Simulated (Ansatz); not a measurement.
Space group R-3:H (No. 148). a = 10.419 Å, b = 10.419 Å, c = 4.378 Å, α = 90.00°, β = 90.00°, γ = 120.00°
```
atom site symmetry x y z
   S   18f         1  0.8639  0.4871  0.7306
```

Equation of state of this S structure (not necessarily the ground state), with shape and atoms relaxed at each volume where symmetry leaves them free. These are results of DFT PBEsol, scalar-relativistic, plane waves, PAW (Ansatz 0.2.0), not measurements.

Cutoff 420 eV; k points 6×6×6 on the computed 6-atom cell (Γ-centred); Gaussian smearing, width 0.02 eV; no spin polarisation.

```json
{"V (Å³/atom)": "21.492", "E − E(largest V) (meV/atom)": "0.93", "P (GPa)": "0.57", "gap on mesh (eV)": "1.87"}
{"V (Å³/atom)": "22.178", "E − E(largest V) (meV/atom)": "-0.78", "P (GPa)": "0.25", "gap on mesh (eV)": "1.95"}
{"V (Å³/atom)": "22.864", "E − E(largest V) (meV/atom)": "-1.29", "P (GPa)": "0.00", "gap on mesh (eV)": "2.01"}
{"V (Å³/atom)": "23.550", "E − E(largest V) (meV/atom)": "-0.91", "P (GPa)": "-0.16", "gap on mesh (eV)": "2.07"}
{"V (Å³/atom)": "24.236", "E − E(largest V) (meV/atom)": "0.00", "P (GPa)": "-0.28", "gap on mesh (eV)": "2.14"}
```

**Question.** Fit a third-order Birch–Murnaghan equation to E(V).

**Answer.** V0 = 22.87 Å³/atom, B0 = 7 GPa, B0' = 11.9. B0' is unusual or poorly fixed by this range.

The cell holds molecules, and where no dispersion correction was added their binding is poorly described.

This form isn't the element's structure at ambient conditions.